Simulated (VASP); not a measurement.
# TaN (P6_3/mmc) in VASP: further runs

One crystal, TaN, is run at these levels: vdW-DF, vdW-DF-cx; tasks: relaxation of cell and atoms.

Everything below comes from runs of VASP 6.6.1. Logs are shortened: lines on timing, memory, paths and dates and some standing lists are left out, and cuts for length are marked.

### 1 Starting point

Symmetry: P6_3/mmc, No. 194, hexagonal system. The conventional cell has a = 2.922 Å, b = 2.922 Å, c = 5.917 Å, α = 90.00°, β = 90.00°, γ = 120.00°. Ta (site symmetry -3m) is surrounded by 6 N at 2.24 Å. N (site symmetry -6m2) has 6 Ta at 2.24 Å as nearest neighbours.

The cell comes from a database or a generator and needn't be the stable form of this composition.

### 2 Relaxation of cell and atoms, vdW-DF

File INCAR:

```
PREC = Accurate ; ENCUT = 600
EDIFF = 1E-6 ; ISMEAR = -1
SIGMA = 0.05 ; LREAL = False
LASPH = True ; NELM = 100
ALGO = Fast ; ISIF = 3
LWAVE = False ; LCHARG = False
GGA = RE ; LUSE_VDW = True
AGGAC = 0.0 ; IBRION = 2
NSW = 60 ; EDIFFG = -0.02
```

File KPOINTS:

```
Automatic mesh
0
Gamma
  10 10 5
```

File POSCAR:

```
TaN
1.0
    2.9217699809      0.0000000000      0.0000000000
   -1.4608849905      2.5303270275      0.0000000000
    0.0000000000      0.0000000000      5.9165150000
Ta N
2 2
Direct
    0.0000000000      0.0000000000      0.5000000000
    0.0000000000      0.0000000000      0.0000000000
    0.3333333333      0.6666666667      0.2500000000
    0.6666666667      0.3333333333      0.7500000000
```

Potentials or basis: VASP PAW PBE potentials, release 64 (Ta_pv, N).

Command:

```
cat potpaw_PBE.64/Ta_pv/POTCAR potpaw_PBE.64/N/POTCAR > POTCAR
mpirun -np 1 vasp_std > vasp.out
```

OUTCAR:

```text
PREC = Accurate
   ENCUT = 600
   EDIFF = 1E-6
   ISMEAR = -1
   LREAL = False
   LASPH = True
   NELM = 100
   ISIF = 3
   GGA = RE
   IBRION = 2
   NSW = 60
   EDIFFG = -0.02

 ion  position               nearest neighbor table
   1  0.000  0.000  0.500-   3 2.24   4 2.24   4 2.24   3 2.24   4 2.24   3 2.24   2 2.96   2 2.96

   2  0.000  0.000  0.000-   3 2.24   4 2.24   4 2.24   3 2.24   4 2.24   3 2.24   1 2.96   1 2.96

   3  0.333  0.667  0.250-   1 2.24   2 2.24   1 2.24   2 2.24   1 2.24   2 2.24
   4  0.667  0.333  0.750-   1 2.24   2 2.24   1 2.24   2 2.24   1 2.24   2 2.24

  LATTYP: Found a hexagonal cell.
 ALAT       =     2.9217699809
 C/A-ratio  =     2.0249763119

  Lattice vectors:

 A1 = (   2.9217699809,   0.0000000000,   0.0000000000)
 A2 = (  -1.4608849905,   2.5303270275,   0.0000000000)
 A3 = (   0.0000000000,   0.0000000000,   5.9165150000)

Analysis of symmetry for initial positions (statically):
=====================================================================
 Subroutine PRICEL returns:
 Original cell was already a primitive cell.

 Routine SETGRP: Setting up the symmetry group for a
 hexagonal supercell.

 Subroutine GETGRP returns: Found 24 space group operations
 (whereof 12 operations were pure point group operations)
 out of a pool of 24 trial point group operations.

The static configuration has the point symmetry D_3d.
 The point group associated with its full space group is D_6h.

Analysis of symmetry for dynamics (positions and initial velocities):
=====================================================================
 Subroutine PRICEL returns:
 Original cell was already a primitive cell.

 Routine SETGRP: Setting up the symmetry group for a
 hexagonal supercell.

 Subroutine GETGRP returns: Found 24 space group operations
 (whereof 12 operations were pure point group operations)
 out of a pool of 24 trial point group operations.

The dynamic configuration has the point symmetry D_3d.
 The point group associated with its full space group is D_6h.

 Subroutine INISYM returns: Found 24 space group operations
 (whereof 12 operations are pure point group operations),
 and found     1 'primitive' translations

----------------------------------------------------------------------------------------

                                     Primitive cell

  volume of cell :      43.7410

  direct lattice vectors                    reciprocal lattice vectors
     2.921769981  0.000000000  0.000000000     0.342258291  0.197602916  0.000000000
    -1.460884991  2.530327027  0.000000000     0.000000000  0.395205833  0.000000000
     0.000000000  0.000000000  5.916515000     0.000000000  0.000000000  0.169018417

  length of vectors
     2.921769981  2.921769981  5.916515000     0.395205833  0.395205833  0.169018417

  position of ions in fractional coordinates (direct lattice)
     0.000000000  0.000000000  0.500000000
     0.000000000  0.000000000  0.000000000
     0.333333333  0.666666667  0.250000000
     0.666666667  0.333333333  0.750000000

  ion indices of the primitive-cell ions
   primitive index   ion index
                 1           1
                 2           2
                 3           3
                 4           4

----------------------------------------------------------------------------------------

 KPOINTS: Automatic mesh

Automatic generation of k-mesh.
 Grid dimensions read from file:
 generate k-points for:   10   10    5

 Generating k-lattice:

  Cartesian coordinates                     Fractional coordinates (reciprocal lattice)
     0.034225829  0.019760292  0.000000000     0.100000000  0.000000000  0.000000000
     0.000000000  0.039520583  0.000000000     0.000000000  0.100000000  0.000000000
     0.000000000  0.000000000  0.033803683     0.000000000  0.000000000  0.200000000

  Length of vectors
     0.039520583  0.039520583  0.033803683

  Shift w.r.t. Gamma in fractional coordinates (k-lattice)
     0.000000000  0.000000000  0.000000000

 Subroutine IBZKPT returns following result:
 ===========================================

 Found     42 irreducible k-points:

 Following reciprocal coordinates:
            Coordinates               Weight
  0.000000  0.000000  0.000000      1.000000
  0.100000  0.000000  0.000000      6.000000
  0.200000  0.000000  0.000000      6.000000
  0.300000  0.000000  0.000000      6.000000
  0.400000  0.000000  0.000000      6.000000
  0.500000  0.000000  0.000000      3.000000
[... 16 lines left out ...]
  0.300000  0.100000  0.200000     24.000000
  0.400000  0.100000  0.200000     24.000000
 [... further k-points ...]
   k-points           NKPTS =     42   k-points in BZ     NKDIM =     42   number of bands    NBANDS=     20
   number of dos      NEDOS =    301   number of ions     NIONS =      4
   total plane-waves  NPLWV =  27648
   dimension x,y,z NGX =    24 NGY =   24 NGZ =   48
   dimension x,y,z NGXF=    48 NGYF=   48 NGZF=   96
   ions per type =               2   2
   NGX,Y,Z   is equivalent  to a cutoff of  13.66, 13.66, 13.49 a.u.
   NGXF,Y,Z  is equivalent  to a cutoff of  27.31, 27.31, 26.97 a.u.
 SYSTEM =  unknown system
   PREC   = accura    normal or accurate (medium, high low for compatibility)
   ISTART =      0    job   : 0-new  1-cont  2-samecut
   ICHARG =      2    charge: 1-file 2-atom 10-const
   ISPIN  =      1    spin polarized calculation?
   LNONCOLLINEAR =      F non collinear calculations
   LSORBIT =      F    spin-orbit coupling
   LASPH  =      T    aspherical Exc in radial PAW
   ENCUT  =  600.0 eV  44.10 Ry    6.64 a.u.   5.84  5.84 11.82*2*pi/ulx,y,z
   NELM   =    100;   NELMIN=  2; NELMDL= -5     # of ELM steps
   EDIFF  = 0.1E-05   stopping-criterion for ELM
   LREAL  =      F    real-space projection
   EDIFFG = -.2E-01   stopping-criterion for IOM
   NSW    =     60    number of steps for IOM
   IBRION =      2    ionic relax: 0-MD 1-quasi-New 2-CG
   NFREE  =      1    steps in history (QN), initial steepest desc. (CG)
   ISIF   =      3    stress and relaxation
   ISYM   =      2    0-nonsym 1-usesym 2-fastsym
   POTIM  = 0.5000    time-step for ionic-motion
   TEBEG  =    0.0;   TEEND  =   0.0 temperature during run
   PSTRESS=    0.0 pullay stress
   NELECT =      32.0000    total number of electrons
   NUPDOWN=      -1.0000    fix difference up-down
   EMIN   =  10.00;   EMAX   =-10.00  energy-range for DOS
   EFERMI =   0.00;   METHOD = LEGACY
   ISMEAR =    -1;   SIGMA  =   0.05  broadening in eV -4-tet -1-fermi 0-gaus
   EFERMI_NEDOS =   21; number of points for ismear=-14 and -15
   IALGO  =     68    algorithm
   IMIX   =      4    mixing-type and parameters
     AMIX     =   0.40;   BMIX     =  1.00
     AMIX_MAG =   1.60;   BMIX_MAG =  1.00
  volume/ion in A,a.u.               =      10.94        73.79
  Fermi-wavevector in a.u.,A,eV,Ry     =   1.475124  2.787581 29.606163  2.175992
  Thomas-Fermi vector in A             =   2.589812
   LORBIT       =      0    0 simple, 1 ext, 2 COOP (PROOUT), +10 PAW based schemes
   GGA     = RE    functional components
   LHFCALC =     F    Hartree Fock is set to
   AEXX    =    0.0000 exact exchange contribution
   IVDW_NL    =     1    kernel type
   BPARAM     = 6.3000
   IVDW    =     0    specifies the selected vdW correction
   LEPSILON=     F    determine dielectric tensor
   LRPA    =     F    only Hartree local field effects (RPA)
 conjugate gradient relaxation of ions
 non-spin polarized calculation
 RMM-DIIS sequential band-by-band and
  energy-cutoff  :      600.00
  volume of cell :       43.74
 maximum number of plane-waves:      1476
 NGX is ok and might be reduce to    24
   NGX = 11   NGY = 11   NGZ = 23

--------------------------------------- Ionic step        1  -------------------------------------------

 number of electron      32.0000005 magnetization

 Free energy of the ion-electron system (eV)
  ---------------------------------------------------
  ext. energy  EPLUGINS =         0.00000000
  ---------------------------------------------------
  free energy    TOTEN  =       -32.99423524 eV

  energy without entropy =      -32.98393528  energy(sigma->0) =      -32.98908526

------------------------ aborting loop because EDIFF is reached ----------------------------------------

  FORCE on cell =-STRESS in cart. coord.  units (eV):
  Direction    XX          YY          ZZ          XY          YZ          ZX
  --------------------------------------------------------------------------------------
  -------------------------------------------------------------------------------------
  Total        2.2927506      2.2927506      2.7682872     -0.0000000     -0.0000000      0.0000000
  in kB       83.9805564     83.9805564    101.3988636     -0.0000000     -0.0000000      0.0000000
  external PRESSURE =      89.7866588 kB  Pullay stress =       0.0000000 kB
[... 225 lines left out ...]
Total vdW correction in eV:      3.8970808

--------------------------------------- Ionic step        7  -------------------------------------------

 number of electron      32.0000005 magnetization

 Free energy of the ion-electron system (eV)
  ---------------------------------------------------
  ext. energy  EPLUGINS =         0.00000000
  ---------------------------------------------------
  free energy    TOTEN  =       -33.02791250 eV

  energy without entropy =      -33.01736331  energy(sigma->0) =      -33.02263791

 E-fermi :   7.9016     XC(G=0): -12.9195

 val. band max:        7.8787143987   @ k =   0.1000   0.1000   0.4000
 cond. band min:       7.9035537330   @ k =   0.1000   0.0000   0.2000
 fundamental gap:      0.0248393343
 Fermi energy:         7.9016113200

 k-point     1 :       0.0000    0.0000    0.0000
  band No.  band energies     occupation
      1     -27.8280      2.00000
      2     -27.1765      2.00000
      3     -26.9440      2.00000
      4     -26.9440      2.00000
      5     -26.8912      2.00000
      6     -26.8912      2.00000
[... 12 lines left out ...]
     19       8.4398      0.00004
[... 513 lines left out ...]
      4     -27.2090      2.00000
      5     -27.1532      2.00000
      6     -27.0967      2.00000
[... 12 lines left out ...]
     19      11.6035      0.00000
     20      12.3820      0.00000

 [... further k-points ...]
[... 5 lines left out ...]
  --------------------------------------------------------------------------------------
  -------------------------------------------------------------------------------------
  Total        0.0455204      0.0455204      0.0595876     -0.0000000      0.0000000     -0.0000000
  in kB        1.6227845      1.6227845      2.1242772     -0.0000000      0.0000000     -0.0000000
  external PRESSURE =       1.7899487 kB  Pullay stress =       0.0000000 kB
[... 19 lines left out ...]
  FREE ENERGIE OF THE ION-ELECTRON SYSTEM (eV)
  ---------------------------------------------------
  free  energy   TOTEN  =       -33.0279125018 eV

  energy  without entropy=      -33.0173633141  energy(sigma->0) =      -33.02263791

Total vdW correction in eV:      3.8968089

 reached required accuracy - stopping structural energy minimisation
```

Wall time 8.1 min (1 thread of Intel Xeon Platinum 8259CL at 2.50GHz (Skylake/Cascade Lake), shared host); peak memory 0.38 GiB.

Results:

- Free energy: -33.0279 eV
- Relaxed volume: 11.24 Å³/atom
- Relaxed cell: a = 2.947 Å, b = 2.947 Å, c = 5.974 Å, α = 90.00°, β = 90.00°, γ = 120.00°
- Space group after relaxing (to 0.05 Å): P6_3/mmc (No. 194)
- Energy gained by relaxing: 8.4 meV/atom
- Ionic steps: 7
- Pressure after relaxing: 0.2 GPa
- Band gap on the k mesh: none (metal or under the smearing width)

Step by step:
```
step  energy change (eV)  largest force (eV/Å)  pressure (GPa)  volume (Å³)
   1              0.0000                0.0000            8.98        43.74
   2              0.1145                0.0000          -15.97        47.74
   3             -0.0336                0.0000           -0.16        44.99
   4             -0.0336                0.0000            0.01        44.96
   5             -0.0336                0.0000            0.18        44.93
   6             -0.0337                0.0000            0.16        44.95
   7             -0.0337                0.0000            0.18        44.94
```

Final structure:
```
CELL_PARAMETERS angstrom
2.94745 0.00000 0.00000
-1.47373 2.55257 0.00000
0.00000 0.00000 5.97354
ATOMIC_POSITIONS crystal
Ta 0.00000 0.00000 0.50000
Ta 0.00000 0.00000 0.00000
N 0.33333 0.66667 0.25000
N 0.66667 0.33333 0.75000
```

Caveat: the PAW data sets were made with another functional, which shifts forces and pressure a little.

### 3 Relaxation of cell and atoms, vdW-DF-cx

File INCAR:

```
SYSTEM = TaN
  PREC = Accurate
  ENCUT = 600
  EDIFF = 1E-6
  ISMEAR = -1
  SIGMA = 0.05
  LREAL = .FALSE.
  LASPH = .TRUE.
  NELM = 100
  ALGO = Fast
  ISIF = 3
  LWAVE = .FALSE.
  LCHARG = .FALSE.
  GGA = CX
  LUSE_VDW = .TRUE.
  AGGAC = 0.0
  IBRION = 2
  NSW = 60
  EDIFFG = -0.01
```

File KPOINTS:

```
Automatic mesh
0
G
  10 10 5
  0 0 0
```

POSCAR is that of step 2.

Potentials or basis: VASP PAW PBE potentials, release 64 (Ta_pv, N).

Command:

```
cat potpaw_PBE.64/Ta_pv/POTCAR potpaw_PBE.64/N/POTCAR > POTCAR
mpirun -np 1 vasp_std > vasp.out
```

OUTCAR:

```text
SYSTEM = TaN
   PREC = Accurate
   ENCUT = 600
   EDIFF = 1E-6
   ISMEAR = -1
   LREAL = .FALSE.
   LASPH = .TRUE.
   NELM = 100
   ISIF = 3
   GGA = CX
   IBRION = 2
   NSW = 60
   EDIFFG = -0.01

 ion  position               nearest neighbor table
   1  0.000  0.000  0.500-   3 2.24   4 2.24   4 2.24   3 2.24   4 2.24   3 2.24   2 2.96   2 2.96

   2  0.000  0.000  0.000-   3 2.24   4 2.24   4 2.24   3 2.24   4 2.24   3 2.24   1 2.96   1 2.96

   3  0.333  0.667  0.250-   1 2.24   2 2.24   1 2.24   2 2.24   1 2.24   2 2.24
   4  0.667  0.333  0.750-   1 2.24   2 2.24   1 2.24   2 2.24   1 2.24   2 2.24

  LATTYP: Found a hexagonal cell.
 ALAT       =     2.9217699809
 C/A-ratio  =     2.0249763119

  Lattice vectors:

 A1 = (   2.9217699809,   0.0000000000,   0.0000000000)
 A2 = (  -1.4608849905,   2.5303270275,   0.0000000000)
 A3 = (   0.0000000000,   0.0000000000,   5.9165150000)

Analysis of symmetry for initial positions (statically):
=====================================================================
 Subroutine PRICEL returns:
[... 180 lines left out ...]
  free energy    TOTEN  =       -37.57830152 eV

  energy without entropy =      -37.56826513  energy(sigma->0) =      -37.57328332

------------------------ aborting loop because EDIFF is reached ----------------------------------------

  FORCE on cell =-STRESS in cart. coord.  units (eV):
  Direction    XX          YY          ZZ          XY          YZ          ZX
  --------------------------------------------------------------------------------------
  -------------------------------------------------------------------------------------
  Total       -2.0093438     -2.0093438     -1.8865610      0.0000000      0.0000000      0.0000000
  in kB      -73.5997230    -73.5997230    -69.1023442      0.0000000      0.0000000      0.0000000
  external PRESSURE =     -72.1005967 kB  Pullay stress =       0.0000000 kB
[... 187 lines left out ...]
--------------------------------------- Ionic step        6  -------------------------------------------

 number of electron      32.0000000 magnetization

 Free energy of the ion-electron system (eV)
  ---------------------------------------------------
  ext. energy  EPLUGINS =         0.00000000
  ---------------------------------------------------
  free energy    TOTEN  =       -37.60001603 eV

  energy without entropy =      -37.59013878  energy(sigma->0) =      -37.59507740

 E-fermi :   8.2010     XC(G=0): -13.4712

 val. band max:        8.1655570325   @ k =   0.1000   0.1000   0.4000
 cond. band min:       8.2120008108   @ k =   0.1000   0.0000   0.2000
 fundamental gap:      0.0464437783
 Fermi energy:         8.2009629706

 k-point     1 :       0.0000    0.0000    0.0000
  band No.  band energies     occupation
      1     -27.3844      2.00000
      2     -26.5877      2.00000
      3     -26.3104      2.00000
      4     -26.3104      2.00000
      5     -26.2457      2.00000
      6     -26.2457      2.00000
[... 541 lines left out ...]
     19      12.2482      0.00000
     20      13.0899      0.00000

 [... further k-points ...]
[... 5 lines left out ...]
  --------------------------------------------------------------------------------------
  -------------------------------------------------------------------------------------
  Total        0.0003553      0.0003553      0.0054245     -0.0000000      0.0000000      0.0000000
  in kB        0.0133004      0.0133004      0.2030774     -0.0000000      0.0000000      0.0000000
  external PRESSURE =       0.0765594 kB  Pullay stress =       0.0000000 kB
[... 23 lines left out ...]
  energy  without entropy=      -37.5901387808  energy(sigma->0) =      -37.59507740

Total vdW correction in eV:      3.7112152

 reached required accuracy - stopping structural energy minimisation
```

Wall time 8.4 min (1 thread of Intel Xeon Platinum 8259CL at 2.50GHz (Skylake/Cascade Lake), shared host); peak memory 0.38 GiB.

Results:

```
Free energy                            : -37.6000 eV
Relaxed volume                         : 10.70 Å³/atom
Relaxed cell                           : a = 2.898 Å, b = 2.898 Å, c = 5.883 Å, α = 90.00°, β = 90.00°, γ = 120.00°
Space group after relaxing (to 0.05 Å) : P6_3/mmc (No. 194)
Energy gained by relaxing              : 5.4 meV/atom
Ionic steps                            : 6
Pressure after relaxing                : 0.0 GPa
Band gap on the k mesh                 : none (metal or under the smearing width)
```

The path:
```
step  energy change (eV)  largest force (eV/Å)  pressure (GPa)  volume (Å³)
   1              0.0000                0.0000           -7.21        43.74
   2              0.1019                0.0000           19.70        40.70
   3             -0.0215                0.0000           -0.08        42.82
   4             -0.0215                0.0000            0.02        42.80
   5             -0.0216                0.0000           -0.01        42.79
   6             -0.0217                0.0000            0.01        42.80
```

Final structure:
```xyz
4
Lattice="2.8983 0.0000 0.0000 -1.4491 2.5100 0.0000 0.0000 0.0000 5.8831" Properties=species:S:1:pos:R:3 pbc="T T T"
Ta    0.0000    0.0000    2.9416
Ta    0.0000    0.0000    0.0000
N     0.0000    1.6733    1.4708
N     1.4491    0.8367    4.4123
```

Levels at points of the mesh, in eV from the Fermi level:
```tsv
k point	band 12	band 13	band 14	band 15	band 16	band 17	band 18	band 19	band 20
(0.00, 0.00, 0.00)	-4.38	-3.50	-1.97	-1.97	-0.23	-0.23	0.58	0.58	2.37
(0.50, 0.00, 0.00)	-5.43	-4.11	-3.79	-2.79	-2.20	2.91	4.13	4.96	5.34
```

Caveat: the PAW data sets were made with another functional, which shifts forces and pressure a little. The run has no spin-orbit coupling, so splittings on Ta are missing.
